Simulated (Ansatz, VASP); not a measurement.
# One calculation of C, two programs

```
C
1.0
     0.00000    1.80125    1.72920
     1.80125    0.00000    1.72920
     1.80125    1.80125    0.00000
C
2
Cartesian
  1.8012 1.8012 1.7292
  2.7019 2.7019 2.5938
```

Alike in both runs: task single point; functional PBEsol; k mesh 12 × 12 × 12; occupations gaussian, width 0.05 eV; no spin polarisation.

|  | VASP | Ansatz |
| --- | --- | --- |
| version | VASP 6.6.1 | Ansatz 0.2.0 |
| potentials or method | VASP PAW PBE potentials, release 64 (C) | scalar-relativistic, plane waves, PAW |
| plane-wave cutoff (eV) | 520 | 420 |
| valence electrons in the cell | 8 | 8 |

VASP gave:

* gap on the k mesh at the Fermi level (eV): 3.04
* least direct gap on the mesh (eV): 4.86
* pressure (GPa): 1.1
* largest component of the traceless stress (GPa): 24.21

Problem. Which values does Ansatz return?

Solution. gap on the k mesh at the Fermi level (eV): 3.04; least direct gap on the mesh (eV): 4.86; pressure (GPa): 0.0; largest component of the traceless stress (GPa): 24.24.

The functional is the same, so the differences come from potentials, cutoffs and numerics.

Caveats: the PAW data sets were made with another functional, which shifts forces and pressure a little (VASP).
